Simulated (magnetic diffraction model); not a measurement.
# Magnetic neutron pattern of MnCl2O

Space group C2/c (no. 15), a = 13.4860 Å, b = 3.7250 Å, c = 7.1080 Å, β = 105.31°.

```
site  atom       x       y       z
  4e    Mn       0  0.9363     1/4
  8f    Cl  0.8704  0.9920  0.9307
  4e     O       0  0.5045     3/4
```

This is a made-up structure (elements placed in a structure type, unrelaxed), so the numbers test the method and describe no known phase.

Only Mn is taken to order (form factors of Mn4+); orders and moment sizes are assumed, and not adapted to the symmetry. Radiation: neutrons of λ = 4.2 Å, 5° to 100°; isotropic B of 0.29 Å² (Mn), 0.27 Å² (Cl) and 0.36 Å² (O). Simulated constant-wavelength pattern: nuclear and magnetic terms add, the magnetic one as |2.695 fm × Σ f S⊥ exp(2πi Q·r) exp(−B s²)|², summed over all Q at one angle with the factor 1/(sin²θ cos θ). For collinear order S is the moment m, which repeats by lattice and centring translations R with the sign exp(−2πi k·R). Free-ion form factors, Sears's scattering lengths of 1992, no absorption; a label names one of the reflections at its angle. The strongest nuclear line in the range is 100, and lines under 0.2 are left out.

Assume the order k = (1/2 1/2 1/2), collinear moments along [111], 2.79 μB on Mn; signs + at (0, 0.9363, 1/4), + at (0, 0.0637, 3/4).

Predict the pattern, nuclear and magnetic parts apart.

```
2θ (°)           index  nuclear  magnetic
 37.42  (1/2 1/2 -1/2)      0.0       5.0
 37.68         (2 0 0)      0.3       0.0
 39.82   (1/2 1/2 1/2)      0.0       6.0
 44.27  (-3/2 1/2 1/2)      0.0       8.3
 50.38  (3/2 -1/2 1/2)      0.0       2.1
 57.75  (5/2 1/2 -1/2)      0.0       0.9
 63.58  (1/2 1/2 -3/2)      0.0       4.2
 65.22  (-3/2 1/2 3/2)      0.0       1.7
 66.23   (5/2 1/2 1/2)      0.0       0.3
 68.49   (1/2 1/2 3/2)      0.0       0.9
 71.81         (1 1 0)      3.6       0.0
 73.21  (5/2 1/2 -3/2)      0.0       2.8
 75.53        (2 0 -2)     15.4       0.0
 75.56         (0 0 2)     11.6       0.0
 75.70  (-7/2 1/2 1/2)      0.0       1.9
 79.39  (3/2 -1/2 3/2)      0.0       1.9
 79.82        (1 1 -1)      0.3       0.0
 80.45         (4 0 0)     29.4       0.0
 85.85         (1 1 1)      1.2       0.0
 86.32  (7/2 -1/2 1/2)      0.0       0.4
 86.88  (-7/2 1/2 3/2)      0.0       0.9
 96.02         (3 1 0)    100.0       0.0
 99.61        (4 0 -2)     22.1       0.0
 99.67         (2 0 2)     26.0       0.0
```

The strongest magnetic line in the range is (-3/2 1/2 1/2) at 44.27° (8.3). On top of the Lorentz factor, which all lines share, magnetic lines fade with angle because f falls: for Mn4+ it is 0.92, 0.73, 0.50 and 0.17 at sin θ/λ = 0.1, 0.2, 0.3 and 0.5 Å⁻¹, while nuclear lengths stay constant. The order has no net moment.

[Logs are printed without paths, hosts, clocks, repeated set-up lines and the standing remarks that a program may print on its own settings, such as how far it seeks lower states.]
